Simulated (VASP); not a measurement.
The system is Si.

```
Si
1.0
     4.12095    0.00000    0.00000
    -2.06047    3.56885    0.00000
     0.00000    0.00000    2.65479
Si
2
Direct
  0.33333 0.66667 0.50000
  0.66667 0.33333 0.50000
```

The cell was built by a generator and needn't be a form met in nature.

Base run:

* Program: VASP 6.6.1
* Functional: rSCAN
* Potentials or basis: VASP PAW PBE potentials, release 64 (Si)
* Cutoff: 520 eV
* k mesh: 8 × 8 × 10
* Occupations: fermi-dirac, width 0.05 eV
* Spin: no spin polarisation

Its results: pressure -1.4 GPa.

Task: The run is repeated on the same cell with these changes: functional from rSCAN to SCAN. What comes out?

Result: Pressure -2.3 GPa.

Caveats: the PAW data sets were made with another functional, which shifts forces and pressure a little.
